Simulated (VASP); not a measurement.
# GaSb (F-43m) in VASP: settings compared, part 2 of 2

VASP 6.6.1. The steps go on from the part before.

**4. Single point, PBE**

The input, run.py:

```python
from ase.calculators.vasp import Vasp
from ase.dft.bandgap import bandgap
from ase.io import read

atoms = read('GaSb.cif')
calc = Vasp(
    directory='calc',
    xc='pbe',
    pp='PBE',
    setups='recommended',
    prec='Accurate',
    encut=520,
    ediff=1e-07,
    ismear=0,
    sigma=0.05,
    lreal=False,
    lasph=True,
    nelm=60,
    algo='Normal',
    isif=2,
    lwave=False,
    lcharg=False,
    kpts=[8, 8, 8],
    gamma=True,
    nbands=16,
)
atoms.calc = calc

print('energy (eV):', atoms.get_potential_energy())
print('free energy (eV):', atoms.get_potential_energy(force_consistent=True))
print('forces (eV/A):')
print(atoms.get_forces())
print('stress (eV/A^3, Voigt):', atoms.get_stress())
print('Fermi level (eV):', calc.get_fermi_level())
gap, top, bottom = bandgap(calc)
print('band gap (eV):', gap, 'from (spin, k, band)', top, 'to', bottom)
```

The input, GaSb.cif:

```cif
data_GaSb
_cell_length_a 4.32607929
_cell_length_b 4.32607929
_cell_length_c 4.32607929
_cell_angle_alpha 60.00000000
_cell_angle_beta 60.00000000
_cell_angle_gamma 60.00000000
_space_group_name_H-M_alt 'P1'
_space_group_name_Hall 'P 1'
_space_group_IT_number 1
loop_
_space_group_symop_operation_xyz
'x,y,z'
loop_
_atom_site_label
_atom_site_type_symbol
_atom_site_symmetry_multiplicity
_atom_site_Wyckoff_symbol
_atom_site_fract_x
_atom_site_fract_y
_atom_site_fract_z
_atom_site_occupancy
Sb1 Sb 1 a 0.7500000000 0.7500000000 0.7500000000 1
Ga1 Ga 1 a 0.0000000000 0.0000000000 0.0000000000 1
```

Command:

```sh
python run.py
```

It took 23 s on 1 thread of Intel Xeon Platinum 8559C (Emerald Rapids), shared host; peak memory 0.18 GiB.

Results (log left out):

- Free energy: -7.3459 eV
- Pressure: 2.4 GPa
- Band gap on the k mesh: 0.04 eV, direct

Levels at points of the mesh, in eV from the valence-band top:
| k point | band 5 | band 6 | band 7 | band 8 | band 9 | band 10 | band 11 | band 12 | band 13 | band 14 |
| --- | --- | --- | --- | --- | --- | --- | --- | --- | --- | --- |
| (0.00, 0.00, 0.00) | -14.99 | -11.48 | 0.00 | 0.00 | 0.00 | 0.04 | 2.78 | 2.78 | 2.78 | 5.81 |
| (0.50, 0.00, 0.00) | -14.99 | -9.85 | -6.37 | -1.15 | -1.15 | 0.40 | 3.75 | 3.75 | 6.47 | 9.36 |
| (0.50, 0.50, 0.00) | -14.98 | -9.02 | -6.81 | -2.57 | -2.57 | 0.90 | 1.25 | 8.68 | 8.68 | 10.06 |

Caveat: spin-orbit coupling is left out, which moves the levels of the heavy elements.

**5. Atomic charges, PBEsol+D3 (volume scaled by 1.08)**

The input, INCAR:

```
SYSTEM = GaSb
ALGO = Fast
EDIFF = 1E-6
ENCUT = 520
GGA = PS
ISIF = 2
ISMEAR = 0
IVDW = 11
LASPH = .True.
LCHARG = .False.
LORBIT = 11
LREAL = .False.
LWAVE = .False.
NELM = 60
PREC = Accurate
SIGMA = 0.01
```

The input, KPOINTS:

```
k-points
0
Gamma
  8 8 8
  0 0 0
```

The input, POSCAR:

```
GaSb
1.0
    0.0000000000      3.1384898525      3.1384898525
    3.1384898525      0.0000000000      3.1384898525
    3.1384898525      3.1384898525      0.0000000000
Sb Ga
1 1
Direct
    0.7500000000      0.7500000000      0.7500000000
    0.0000000000      0.0000000000      0.0000000000
```

Command:

```sh
cat potpaw_PBE.64/Sb/POTCAR potpaw_PBE.64/Ga_d/POTCAR > POTCAR
mpirun -np 1 vasp_std > vasp.out
```

Wall time 33 s (1 thread of Intel Xeon Platinum 8559C (Emerald Rapids), shared host); peak memory 0.22 GiB.

Results (log left out):

* Free energy: -8.4322 eV
* Pressure: -4.2 GPa
* Band gap on the k mesh: none (metal or under the smearing width)
* Valence electrons inside the program's atomic spheres: Sb 2.45; Ga 11.56
* Dispersion energy per atom: -0.168 eV

Levels at points of the mesh, in eV from the Fermi level:
| k point | band 7 | band 8 | band 9 | band 10 | band 11 | band 12 |
| --- | --- | --- | --- | --- | --- | --- |
| (0.00, 0.00, 0.00) | -0.54 | 0.00 | 0.00 | 0.00 | 2.77 | 2.77 |
| (0.50, 0.00, 0.00) | -6.04 | -1.04 | -1.04 | 0.19 | 3.71 | 3.71 |
| (0.50, 0.50, 0.00) | -6.50 | -2.33 | -2.33 | 0.91 | 1.29 | 8.16 |

Caveat: the PAW data sets were made with another functional, which shifts forces and pressure a little; pairwise dispersion overbinds metals, which lowers pressure and volume. Spin-orbit coupling is left out, which matters for the levels of Sb.

**6. Single point, SCAN+D3**

run.py, as its differences from that of step 4:

```diff
@@ -2,13 +2,20 @@
 from ase.dft.bandgap import bandgap
-from ase.io import read
+from ase.spacegroup import crystal
 
-atoms = read('GaSb.cif')
+atoms = crystal(
+    ['Sb', 'Ga'],
+    basis=[[0.25, 0.25, 0.25], [0.0, 0.0, 0.0]],
+    spacegroup=216,
+    setting=1,
+    cellpar=[6.118, 6.118, 6.118, 90.0, 90.0, 90.0],
+    primitive_cell=True,
+)
 calc = Vasp(
     directory='calc',
-    xc='pbe',
+    xc='scan',
     pp='PBE',
-    setups='recommended',
+    setups='materialsproject',
     prec='Accurate',
     encut=520,
-    ediff=1e-07,
+    ediff=1e-06,
     ismear=0,
@@ -17,3 +24,3 @@
     lasph=True,
-    nelm=60,
+    nelm=100,
     algo='Normal',
@@ -22,5 +29,6 @@
     lcharg=False,
+    lmixtau=True,
+    ivdw=11,
     kpts=[8, 8, 8],
-    gamma=True,
-    nbands=16,
+    gamma=False,
 )
```

Potentials or basis: VASP PAW PBE potentials, release 64 (Sb, Ga_d).

Command:

```sh
python run.py
```

Output:

```text
energy (eV): -54.05472961
free energy (eV): -54.05472961
forces (eV/A):
[[-0. -0. -0.]
 [ 0.  0.  0.]]
stress (eV/A^3, Voigt): [ 0.00203724  0.00203724  0.00203724 -0.         -0.         -0.        ]
Fermi level (eV): 4.83995152
band gap (eV): 0.5250000000000004 from (spin, k, band) (0, np.int64(0), np.int64(8)) to (0, np.int64(58), np.int64(9))
```

OUTCAR:

```text
ENCUT = 520.000000
   EDIFF = 1.00e-06
   METAGGA = SCAN
   PREC = Accurate
   ISIF = 2
   ISMEAR = 0
   NELM = 100
   IVDW = 11
   LASPH = .TRUE.
   LREAL = .FALSE.
 IVDW          = 11

 ion  position               nearest neighbor table
   1  0.250  0.250  0.250-   2 2.65   2 2.65   2 2.65   2 2.65
   2  0.000  0.000  0.000-   1 2.65   1 2.65   1 2.65   1 2.65
[... 590 lines left out ...]
  Total      -0.11663    -0.11663    -0.11663     0.00000     0.00000     0.00000
  in kB      -3.26402    -3.26402    -3.26402     0.00000     0.00000     0.00000
  external pressure =       -3.26 kB  Pullay stress =        0.00 kB

 VOLUME and BASIS-vectors are now :
 -----------------------------------------------------------------------------
  energy-cutoff  :      520.00
  volume of cell :       57.25
      direct lattice vectors                 reciprocal lattice vectors
     0.000000000  3.059000000  3.059000000    -0.163452109  0.163452109  0.163452109
     3.059000000  0.000000000  3.059000000     0.163452109 -0.163452109  0.163452109
     3.059000000  3.059000000  0.000000000     0.163452109  0.163452109 -0.163452109

 POSITION                                       TOTAL-FORCE (eV/Angst)
 -----------------------------------------------------------------------------------
      1.52950      1.52950      1.52950        -0.000000     -0.000000     -0.000000
      0.00000      0.00000      0.00000         0.000000      0.000000      0.000000
 -----------------------------------------------------------------------------------
    total drift:                                0.000132      0.000132      0.000132

  FREE ENERGIE OF THE ION-ELECTRON SYSTEM (eV)
  ---------------------------------------------------
  free  energy   TOTEN  =       -54.0547296076 eV

  energy  without entropy=      -54.0547296076  energy(sigma->0) =      -54.05472961
```

INCAR:

```text
ENCUT = 520.000000
SIGMA = 0.050000
EDIFF = 1.00e-06
ALGO = Normal
METAGGA = SCAN
PREC = Accurate
ISIF = 2
ISMEAR = 0
NELM = 100
IVDW = 11
LASPH = .TRUE.
LCHARG = .FALSE.
LWAVE = .FALSE.
LMIXTAU = .TRUE.
LREAL = .FALSE.
```

Run time: 3.7 min. Hardware: 1 thread of Intel Xeon Platinum 8559C (Emerald Rapids), shared host; peak memory 0.21 GiB.

What came out:

| Quantity | Value |
| --- | --- |
| Free energy | -54.0547 eV |
| Pressure | -0.3 GPa |
| Dispersion energy per atom | -0.065 eV |

Caveat: the PAW data sets were made with another functional, which shifts forces and pressure a little.

**7. Summary**

```tsv
task	level	cell	smearing	monkhorst-Pack mesh	other keys	gap on the mesh (eV)	pressure (GPa)
single point	PBE	as given	gaussian 0.012 eV	-	-	0.04	2.4
single point	PBE	as given	gaussian 0.05 eV	-	-	0.04	2.4
atomic charges	PBEsol+D3	volume scaled by 1.08	gaussian 0.01 eV	-	-	none	-4.2
single point	SCAN+D3	as given	gaussian 0.05 eV	yes	shifted = yes	-	-0.3
```

Alike in all rows: potentials or basis VASP PAW PBE potentials, release 64 (Sb, Ga_d); no spin polarisation; k mesh 8 × 8 × 8; cutoff (eV) 520.

Caveats: spin-orbit coupling is left out, which moves the levels of the heavy elements (some runs); the PAW data sets were made with another functional, which shifts forces and pressure a little (some runs); pairwise dispersion overbinds metals, which lowers pressure and volume (some runs).

Total energies depend on the potentials used, so only differences within one code and one set of settings carry meaning.

**8. Against experiment**

Step 2. A measured gap of GaSb is 0.811 eV (direct; 4.2 K; a printed reference work, data compilation); the calculated 0.04 eV misses it by -0.78 eV. Spin-orbit coupling on Ga, Sb is left out. The value is that of PBE on a finite k mesh, which can miss the band edges, without temperature or zero-point motion. Semilocal functionals fall short of measured gaps as a rule.

Step 3. Against the measured gap of GaSb, 0.811 eV (direct; 4.2 K; a printed reference work, data compilation), the calculated 0.04 eV is off by -0.77 eV. Spin-orbit coupling on Ga, Sb is left out. The value is that of PBE on a finite k mesh, which can miss the band edges, without temperature or zero-point motion. Semilocal functionals fall short of measured gaps as a rule.

Step 4. Against the measured gap of GaSb, 0.811 eV (direct; 4.2 K; a printed reference work, data compilation), the calculated 0.04 eV is off by -0.77 eV. Spin-orbit coupling on Ga, Sb is left out. The value is that of PBE on a finite k mesh, which can miss the band edges, without temperature or zero-point motion. Semilocal functionals fall short of measured gaps as a rule.
